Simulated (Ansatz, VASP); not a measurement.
## One calculation of WS, two programs

```
CELL_PARAMETERS angstrom
4.01120 0.00000 0.00000
-2.00560 3.47380 0.00000
0.00000 0.00000 7.17131
ATOMIC_POSITIONS crystal
S 0.33333 0.66667 0.35588
S 0.66667 0.33333 0.85588
W 0.33333 0.66667 0.01911
W 0.66667 0.33333 0.51911
```

Alike in both runs: task single point; functional PBEsol; k mesh 6 × 6 × 4; occupations gaussian, width 0.1 eV; no spin polarisation.

|  | VASP | Ansatz |
| --- | --- | --- |
| version | VASP 6.6.1 | Ansatz 0.2.0 |
| potentials or method | VASP PAW PBE potentials, release 64 (S, W_sv) | scalar-relativistic, plane waves, PAW |
| plane-wave cutoff (eV) | 520 | 420 |
| valence electrons in the cell | 40 | 40 |

|  | VASP | Ansatz | Ansatz less VASP |
| --- | --- | --- | --- |
| gap on the k mesh at the Fermi level (eV) | none | none | - |
| pressure (GPa) | -25.8 | -26.0 | -0.16 |
| largest component of the traceless stress (GPa) | 2.63 | 2.52 | -0.104 |
| rms of the force components (eV/Å) | 0.708 | 0.709 | +0.0005 |

Atom by atom the forces differ by 0.000 eV/Å (rms over components). A gap of «none» marks a metal or a gap that the smearing closes. With one functional, cell and mesh, what is left measures potentials, basis and numerics.

Caveats: so large a pressure means that the cell lies far from this level's equilibrium, or that cutoff or potentials fall short (VASP); the potentials were made for another functional, which shifts forces and pressure (VASP). Spin-orbit coupling is left out, which matters for the levels of W.
